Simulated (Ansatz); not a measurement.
An input for the plane-wave PAW code Ansatz:

```yaml
crystal:
  lattice:
    - [0.0, 3.0398547062, 3.0398547062]
    - [3.0398547062, 0.0, 3.0398547062]
    - [3.0398547062, 3.0398547062, 0.0]
  atoms:
    - { symbol: Cu, position: [0.75, 0.75, 0.75] }
    - { symbol: I, position: [0.0, 0.0, 0.0] }
basis:
  ecutwfc: 500
  ecutrho_ratio: 4
kpoints:
  mp_grid: { grid: [6, 6, 6] }
hamiltonian:
  xc: r2scan
scf:
  occupations: { method: gaussian, width: 0.05 }
output:
  forces: true
  stress: true
  eigenvalues: true
```

Launched as:
```sh
ansatz run input.yaml --threads 4 --pin off --max-ram 7168MiB --backend cpu --events-out ev --progress --plain --runs-dir out
```

The chain of runs began from a cell as deposited in COD, expanded in volume. Of that entry: the entry's cell lengths or inner coordinates differ somewhat from later room-temperature determinations.

**Question.** Predict the main results.

**Answer.** Pressure -1.1 GPa, gap on the mesh 1.59 eV (r²SCAN, scalar-relativistic).

What the program printed, in part:

```
Pseudopotentials: kind: paw
Pseudopotential: Cu, paw, valence charge 19, recommended cutoff 500 eV (meta_gga), Cu.paw.azcp
Pseudopotential: I, paw, valence charge 17, recommended cutoff 500 eV (meta_gga), I.paw.azcp
Crystal: 2 atoms, lattice volume = 56.181 Å³
Basis set: ecut = 500 eV, 1411 PW (Γ), exchange–correlation on 128×128×128 points (64 copies of the dense FFT grid, shifted against one another)
Bands: 22, of which v1, the nominal top of the filled ones, is band 18 counted from 1 (17 counted from 0)
Symmetry: 24 space group operations
Space group: F-43m (ITA 216), of the structure as read, at distance tolerance 3.8e-5 Å
k-points: 16 of 216 (time reversal used)
Initial density: superposition of atomic densities (neutral atoms: chi_scale 0, normalization atom), corrected by the library's trained network
Initial wavefunctions: pseudopotential atomic-orbital guess
Functional: x = r2scan, c = r2scan; τ floored in thin density (d = 2e-4 eV/Å³)
```

SCF trace (energy estimate counted from the last row):
```
iteration   ΔE (eV)  density residual (eV)
        1    -0.029                1.84e-1
        2    -0.072                2.81e-1
        3  -1.2e-03                3.36e-3
        4  -3.6e-04                1.72e-3
        5  -3.3e-05                1.89e-4
        6   4.0e-06                5.71e-7
        7     0.000                1.55e-8
        8     0.000               1.40e-10
```

```
SCF 1 converged in 8 iterations: F = -14159.638434 eV  dr2 = 1.40e-10
SCF converged after 8 iterations
Free energy (F): -14159.638434 eV
E sigma→0 (E₀):  -14159.638434 eV
Fermi energy:    8.643998 eV
--- Per-component energies (eV) ---
  E_band       = -909.817202
  E_kinetic    = 488.739267
  E_local      = -7656.256002  (includes V_loc(G=0)·N_el)
  E_nonlocal   = 321.661154
  E_hartree    = 3563.068393
  E_xc         = -201.713001
  E_vxc        = -259.605452  (∫ρ·V_xc dr)
  E_paw        = -6532.196027  (= ΣΔE_a)
  E_vpaw       = -947.025880  (= ΣTr[D̂ρ^β])
  E_aug_tail   = 0.000117  (compensation charges beyond the density's cutoff)
  E_vtau       = 16.533182  (kinetic-family band-sum trace: ∫τ·v_τ [+ j·A + Jᵃ·Aᵃ] dr)
  E_ewald      = -4142.714279
  E_core_change = -0.228055  (= ΣΔE_core)
  E_smearing   =  0.000000  (= −TS)
--- Forces (eV/Å), atoms counted from 1 ---
  atom   1  Cu     0.00000000     0.00000000     0.00000000
  atom   2  I      0.00000000     0.00000000     0.00000000
--- Stress (GPa, compression-positive) ---
       -1.132013       0.000000       0.000000
        0.000000      -1.132013       0.000000
        0.000000       0.000000      -1.132013
  P = ⅓ Tr σ = -1.1320 GPa (-11.320 kbar)
--- Band table (eV; the first three rows and the last of 16) ---
  k-point 0: bands = ["-107.3237", "-63.1967", "-63.1967", "-63.1967", "-38.8742", "-38.8742", "-38.8742", "-38.8667", "-38.8667", "-6.6323", "4.0853", "4.0853", "4.0853", "6.0516", "6.0516", "7.8497", "7.8497", "7.8497", "9.4366", "13.1221", "13.1221", "13.1221"]
  k-point 1: bands = ["-107.3237", "-63.1968", "-63.1967", "-63.1967", "-38.8742", "-38.8741", "-38.8741", "-38.8667", "-38.8667", "-6.5032", "3.5752", "4.0922", "4.0922", "6.0430", "6.0430", "7.0396", "7.6609", "7.6609", "10.3254", "13.0867", "13.4741", "13.4741"]
  k-point 2: bands = ["-107.3237", "-63.1968", "-63.1968", "-63.1968", "-38.8742", "-38.8740", "-38.8740", "-38.8666", "-38.8666", "-6.2202", "2.5816", "4.0996", "4.0996", "6.0540", "6.0540", "6.3442", "7.3196", "7.3196", "10.4930", "13.7089", "13.7089", "14.6309"]
  k-point 15: bands = ["-107.3237", "-63.1968", "-63.1968", "-63.1968", "-38.8743", "-38.8738", "-38.8735", "-38.8667", "-38.8664", "-5.8670", "2.4204", "3.4136", "3.8669", "6.0016", "6.0032", "6.1397", "6.3152", "6.5909", "11.9590", "12.0904", "15.4065", "15.4081"]
```

It ran for 2.2 s on 4 threads of Arm Neoverse V1 (shared host), peak memory 0.47 GiB.

Absolute energies hang on the potentials; compare differences alone.

Kohn–Sham gaps of semilocal functionals lie under measured ones, often by a third or more. Scalar-relativistic only: spin–orbit splittings of the heavy atoms' levels are missing.
